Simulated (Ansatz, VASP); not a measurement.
# Two plane-wave programs on Ta

```xyz
2
Lattice="3.0298 0.0000 0.0000 -1.5149 2.6239 0.0000 0.0000 0.0000 5.3744" Properties=species:S:1:pos:R:3 pbc="T T T"
Ta    0.0000    1.7492    1.3436
Ta    1.5149    0.8746    4.0308
```

Alike in both runs: task single point; functional RPBE; k mesh 14 × 14 × 7; occupations fermi-dirac, width 0.1 eV; no spin polarisation.

```csv
,VASP,Ansatz
version,VASP 6.6.1,Ansatz 0.2.0
potentials or method,"VASP PAW PBE potentials, release 64 (Ta_pv)","plane waves (420 eV) with PAW, scalar-relativistic"
plane-wave cutoff (eV),520,420
valence electrons in the cell,22,26
```

|  | VASP | Ansatz | Ansatz less VASP |
| --- | --- | --- | --- |
| pressure (GPa) | -16.4 | -16.4 | +0.05 |
| largest component of the traceless stress (GPa) | 0.88 | 0.84 | -0.038 |

The two sets of potentials don't hold the same shells in valence.

Caveats: so large a pressure means that the cell lies far from this level's equilibrium, or that cutoff or potentials fall short (VASP); the potentials were made for another functional, which shifts forces and pressure (VASP). Spin-orbit coupling is left out, which matters for the levels of Ta.
